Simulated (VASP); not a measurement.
Be, 2 atoms in the cell. Symmetry: P6_3/mmc, No. 194, hexagonal system. The conventional cell has a = 2.285 Å, b = 2.285 Å, c = 3.584 Å, α = 90.00°, β = 90.00°, γ = 120.00°. Be (site symmetry -6m2) has 12 Be at 2.23 to 2.29 Å as nearest neighbours. 

```yaml
Program: VASP 6.6.1
Task: relaxation of cell and atoms
Functional: r2SCAN
Potentials_or_basis: VASP PAW PBE potentials, release 64 (Be)
Cutoff: 600 eV
k_mesh: 18 × 18 × 10
Occupations: methfessel-paxton, width 0.1 eV
Spin: no spin polarisation
Target_pressure: 47.9 GPa
Further_INCAR_settings: ALGO = Normal; EDIFF = 1e-06; IBRION = 2; EDIFFG = -0.01; NSW = 90; ISIF = 3
Target_pressure: 47.9 GPa
```

Potentials or basis: VASP PAW PBE potentials, release 64 (Be).

The run is started by

```sh
$ cat potpaw_PBE.64/Be/POTCAR > POTCAR
$ mpirun -np 1 vasp_std > vasp.out
```

Hardware: 1 thread of Intel(R) Xeon(R) 6975P-C (Granite Rapids), on a shared host.

Question: How long does it take, and how much memory?

Answer: Wall time 4.1 min on 1 thread of Intel(R) Xeon(R) 6975P-C (Granite Rapids), with other jobs on the host, peak memory 0.15 GiB. Counts: scf iterations 57, k points 222, ion steps 8.
